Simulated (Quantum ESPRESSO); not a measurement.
Runs of Quantum ESPRESSO 7.5 on BaZrO3. Symmetry: Pm-3m, No. 221, cubic system. Conventional cell: a = 4.191 Å, b = 4.191 Å, c = 4.191 Å, α = 90.00°, β = 90.00°, γ = 90.00°. Ba (site symmetry m-3m) is surrounded by 12 O at 2.96 Å. Zr (site symmetry m-3m) is surrounded by 6 O at 2.10 Å. Around O (site symmetry 4/mmm) lie 2 Zr at 2.10 Å. 

```csv
task,level,potentials or basis,cell,k mesh,form of the LDA correlation,mesh quality,pressure (GPa)
dielectric tensor,WC,PseudoDojo 0.4.1 SR PBE standard,as given,"4 × 4 × 4, shifted",-,not flagged,-0.6
dielectric tensor,PBE,PseudoDojo 0.4.1 SR PBE standard,as given,"4 × 4 × 4, shifted",-,not flagged,4.2
phonons,PBE,PseudoDojo 0.4.1 SR PBE standard,relaxed to 10 GPa,"2 × 2 × 2, shifted",-,coarse,10.0
dielectric tensor,BLYP,PseudoDojo 0.4.1 SR PBE standard,as given,"4 × 4 × 4, shifted",-,not flagged,9.5
phonons,PBE,PseudoDojo 0.4.1 SR PBE standard,relaxed to 2 GPa,"2 × 2 × 2, shifted",-,coarse,2.0
dielectric tensor,AM05,PseudoDojo 0.4.1 SR PBE standard,as given,"4 × 4 × 4, shifted",-,not flagged,0.0
dielectric tensor,PBEsol,PseudoDojo 0.4.1 SR PBEsol standard,as given,"4 × 4 × 4, shifted",-,not flagged,(b)
phonons,PBE,PseudoDojo 0.4.1 SR PBE standard,relaxed,"2 × 2 × 2, shifted",-,coarse,0.0
phonons,PBE,PseudoDojo 0.4.1 SR PBE standard,relaxed to 15 GPa,"2 × 2 × 2, shifted",-,coarse,15.0
phonons,PBE,PseudoDojo 0.4.1 SR PBE standard,relaxed to 5 GPa,"2 × 2 × 2, shifted",-,coarse,5.0
dielectric tensor,LDA,PseudoDojo 0.4.1 SR LDA standard,as given,"4 × 4 × 4, shifted",PW92,not flagged,(a)
```

Alike in all rows: no spin polarisation; cutoff (eV) 1143; smearing fermi-dirac 0.05 eV.

Problem. Fill in the values left out.

Solution. (a) -5.0; (b) -1.1.

Caveats: some runs use coarse meshes; this release of the barium file is off; the cell is more than 3 GPa from zero pressure, which shifts response properties (some runs); the potentials were made for another functional, which shifts forces and pressure (some runs).
